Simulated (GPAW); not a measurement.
Write an ASE script for GPAW 26.7.0 that does the following.

```
Task                : equation of state
Functional          : PBEsol
Potentials or basis : PAW data sets generated in the run's folder for this functional
Cutoff              : 600 eV
Basis               : pw
k mesh              : 13 × 13 × 13
Occupations         : fermi-dirac, width 0.05 eV
Spin                : no spin polarisation
Maxiter             : 150
Eos scales          : [0.94, 0.96, 0.98, 1.0, 1.02, 1.04, 1.06]
```

Cu:

```xyz
1
Lattice="-1.4428 1.4428 1.3761 1.4428 -1.4428 1.3761 1.4428 1.4428 -1.3761" Properties=species:S:1:pos:R:3 pbc="T T T"
Cu    0.0000    0.0000    0.0000
```

This isn't the form of Cu at room conditions, which is fcc.

These files were run (other wordings do the same):

run.py

```python
from ase import Atoms
from ase.eos import EquationOfState
from ase.io import Trajectory
from ase.units import GPa
from gpaw import GPAW, PW, setup_paths

setup_paths.insert(0, '.')

atoms = Atoms(['Cu'],
              cell=[[-1.44279332, 1.44279332, 1.37608145],
                    [1.44279332, -1.44279332, 1.37608145],
                    [1.44279332, 1.44279332, -1.37608145]],
              scaled_positions=[[0.0, 0.0, 0.0]],
              pbc=True)

traj = Trajectory('eos.traj', 'w')
volumes, energies = [], []
for x in [0.94, 0.96, 0.98, 1.0, 1.02, 1.04, 1.06]:
    a = atoms.copy()
    a.set_cell(atoms.cell * x**(1 / 3), scale_atoms=True)
    calc = GPAW(mode=PW(600),
                xc='PBEsol',
                kpts={'size': (13, 13, 13), 'gamma': True},
                occupations={'name': 'fermi-dirac', 'width': 0.05},
                nbands=14,
                convergence={'density': 1e-05, 'energy': 1e-05},
                maxiter=150,
                txt=f'eos-{x:.2f}.txt')
    a.calc = calc
    energies.append(a.get_potential_energy(force_consistent=True))
    volumes.append(a.get_volume())
    p = -a.get_stress()[:3].mean() / GPa
    calc.write(f'eos-{x:.2f}.gpw')
    traj.write(a)
    print(f'{x:.2f} {volumes[-1]:10.4f} A^3 {energies[-1]:14.6f} eV {p:9.3f} GPa', flush=True)

v0, e0, B = EquationOfState(volumes, energies, eos='birchmurnaghan').fit()
print(f'V0 = {v0:.4f} A^3, E0 = {e0:.6f} eV, B0 = {B / GPa:.2f} GPa')
```

Potentials or basis: PAW data sets generated in the run's folder for this functional, pw.

Launch:

```console
$ gpaw-setup -f PBEsol Cu
$ OMP_NUM_THREADS=1 python run.py
```

It gave:

```yaml
Equilibrium_volume: 11.52 Å³/atom
Bulk_modulus_at_fixed_shape_and_positions: 160 GPa
Pressure_derivative_of_the_bulk_modulus: 5.1
```

Caveat: with this Cu data set, volumes or pressures lay over 1.5 % or 2 GPa off other programs in two to four cells of ten; the cell was scaled at fixed shape and fractional positions, which overstates the stiffness of a crystal with free parameters, most of all of layers and chains.

It took 2.2 min on 1 thread of Arm Neoverse V1, with other jobs on the host, peak memory 0.17 GiB.
